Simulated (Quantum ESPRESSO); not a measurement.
ZrB2 in Quantum ESPRESSO: convergence with k mesh

Input of the first run (k mesh 2 × 2 × 1); the others differ in this setting and in those tied to it:

pw.in

```
&CONTROL
  calculation = 'scf'
  prefix = 'pwscf'
  outdir = './tmp'
  pseudo_dir = './pseudo'
  tprnfor = .true.
  tstress = .true.
  disk_io = 'nowf'
/
&SYSTEM
  ibrav = 0
  nat = 3
  ntyp = 2
  ecutwfc = 45
  ecutrho = 360
  nbnd = 15
  occupations = 'smearing'
  smearing = 'mv'
  degauss = 0.00367493
/
&ELECTRONS
  conv_thr = 6d-10
  electron_maxstep = 120
  mixing_beta = 0.5
/
ATOMIC_SPECIES
Zr    91.2240 zr_pbe_v1.uspp.F.UPF
B     10.8100 b_pbe_v1.4.uspp.F.UPF
CELL_PARAMETERS angstrom
   3.1700000000    0.0000000000    0.0000000000
  -1.5850000000    2.7453005300    0.0000000000
   0.0000000000    0.0000000000    3.5330000000
ATOMIC_POSITIONS crystal
Zr     0.0000000000    0.0000000000    0.0000000000
B      0.6666666667    0.3333333333    0.5000000000
B      0.3333333333    0.6666666667    0.5000000000
K_POINTS automatic
2 2 1 0 0 0
```

Potentials or basis: GBRV 1.5 PBE.

Command:

```bash
$ OMP_NUM_THREADS=1 pw.x -in pw.in > pw.out
```

Hardware: 1 thread of Arm Neoverse V1, with other jobs on the host.

Q: The values tried are 2 × 2 × 1, 3 × 3 × 2, 4 × 4 × 4, 6 × 6 × 5, 8 × 8 × 6, 9 × 9 × 7, 10 × 10 × 8, 12 × 12 × 10, 14 × 14 × 11, loosest first. From which on does the pressure stay within 0.1 GPa of the tightest run that finished?

A: From 8 × 8 × 6 on.

| k mesh | energy less the tightest run, at zero smearing (meV/atom) | pressure (GPa) | gap on the mesh (eV) | SCF cycles | CPU time (s) | peak memory (GiB) |
| --- | --- | --- | --- | --- | --- | --- |
| 2 × 2 × 1 | 103.57 | -11.37 | 4.556 | 8 | 3.5 | 0.12 |
| 3 × 3 × 2 | -15.26 | -0.04 | 0.000 | 8 | 4.2 | 0.12 |
| 4 × 4 × 4 | 7.15 | 0.57 | 0.000 | 9 | 5.8 | 0.12 |
| 6 × 6 × 5 | 15.43 | 0.75 | 0.000 | 8 | 6.8 | 0.12 |
| 8 × 8 × 6 | 0.11 | 0.55 | 0.000 | 8 | 10 | 0.13 |
| 9 × 9 × 7 | 3.19 | 0.61 | 0.000 | 9 | 13 | 0.13 |
| 10 × 10 × 8 | 0.87 | 0.57 | 0.000 | 9 | 17 | 0.13 |
| 12 × 12 × 10 | -0.73 | 0.54 | 0.000 | 9 | 26 | 0.14 |
| 14 × 14 × 11 | 0.00 | 0.56 | 0.000 | 9 | 32 | 0.15 |

Against the tightest run, the energy stays within 1 meV/atom from 10 × 10 × 8 on; the gap on the mesh stays within 0.01 eV from 3 × 3 × 2 on. Meshes of other sizes hit other points, so gaps and Fermi surfaces needn't settle smoothly. The tightest run that finished is the yardstick and may itself not be fully converged.
